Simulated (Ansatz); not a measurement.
The system is NaCl.

```
CELL_PARAMETERS angstrom
3.50219 0.00000 0.00000
0.00000 3.50219 0.00000
0.00000 0.00000 3.50219
ATOMIC_POSITIONS crystal
Cl 0.50000 0.50000 0.50000
Na 0.00000 0.00000 0.00000
```

Measurements of this composition are mostly on another form, of space group No. 225.

| Property | Result |
| --- | --- |
| Program | Ansatz 0.2.0 |
| Task | relaxation of cell and atoms |
| Functional | RPBE |
| Potentials or basis | all-electron LAPW, scalar-relativistic |
| Basis error allowed | 0.001 eV/atom |
| k mesh | 8 × 8 × 8 |
| Occupations | fermi-dirac, width 0.05 eV |
| Spin | no spin polarisation |

At the start: volume 21.48 Å³/atom.

Where does the relaxation end?

Over 5 steps the energy falls by 9.7 meV/atom and the volume is 23.18 Å³/atom (+7.9 %); space group Pm-3m (No. 221, to 0.05 Å).

Step by step:
```tsv
step	energy change (eV)	largest force (eV/Å)	volume (Å³)
1	0.0000	0.0000	42.96
2	-0.0157	0.0000	44.83
3	-0.0193	0.0000	46.18
4	-0.0194	0.0000	46.36
5	-0.0194	0.0000	46.36
```

Final structure:
```
Cl Na
1.0
     3.59243    0.00000    0.00000
     0.00000    3.59243    0.00000
     0.00000    0.00000    3.59243
Cl Na
1 1
Direct
  0.50000 0.50000 0.50000
  0.00000 0.00000 0.00000
```
